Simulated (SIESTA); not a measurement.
**ZnS (Wurtzite-4H) under changes of volume**

One of the cells (19.805 Å³/atom); the others are scaled copies at fixed shape and fractional positions:

```
Zn S
1.0
     3.82270    0.00000    0.00000
    -1.91135    3.31056    0.00000
     0.00000    0.00000   12.52000
Zn S
4 4
Cartesian
  1.9114 1.1035 9.3900
  0.0000 2.2070 3.1300
  0.0000 0.0000 6.2600
  0.0000 0.0000 0.0000
  1.9114 1.1035 11.7375
  0.0000 2.2070 5.4775
  0.0000 0.0000 8.6075
  0.0000 0.0000 2.3475
```

| Quantity | Value |
| --- | --- |
| Program | SIESTA 5.4.2 |
| Functional | PBEsol |
| Potentials or basis | PseudoDojo 0.4 standard (PBEsol files) |
| Basis | DZP (energy shift 0.003 Ry; two zetas on semicore shells) |
| Grid cutoff | 800 Ry |
| Energy shift | 0.003 Ry |
| k mesh | 6 × 6 × 2 |
| Occupations | fermi-dirac, width 0.05 eV |
| Spin | no spin polarisation |

| volume (Å³/atom) | energy over the lowest point (meV/atom) | pressure (GPa) | gap on the mesh (eV) | largest force (eV/Å) |
| --- | --- | --- | --- | --- |
| 18.617 | 9.04 | 3.8 | 2.73 | 0.047 |
| 19.013 | 2.06 | 1.8 | 2.61 | 0.041 |
| 19.409 | 0.00 | 0.0 | 2.49 | 0.035 |
| 19.805 | 1.80 | -1.5 | 2.38 | 0.027 |
| 20.202 | ? | ? | ? | ? |
| 20.598 | 15.52 | -4.0 | 2.16 | 0.021 |
| 20.994 | 27.02 | -5.2 | 2.06 | 0.015 |

What does the run at 20.202 Å³/atom give?

Energy over the lowest point 7.06 meV/atom; pressure -2.8 GPa; gap on the mesh 2.26 eV; largest force 0.023 eV/Å.

Worked out: A Birch-Murnaghan fit of order 3 (a polynomial in V^(-2/3)) to the other rows has its minimum at 19.42 Å³/atom with B0 = V·E''(V) = 80 GPa and B' = 4.9 at fixed shape and positions, which overstates the stiffness. It gives 7.09 meV/atom at 20.202 Å³/atom, against the run's 7.06, and -dE/dV = -2.8 GPa, against -2.8. A straight line through the other rows of the gap, of slope -5.58 eV per unit of ln V (its deformation potential), gives 2.27 eV, against the run's 2.26.

Energies are extrapolated to zero smearing.

Caveats: short orbitals over semicore shells can move pressures by several GPa; the valence orbitals were made in a potential fitted to the semicore shell under them, which widens gaps by tenths of an eV or more; the basis of atomic orbitals isn't converged, which shifts pressures, moduli and gaps.
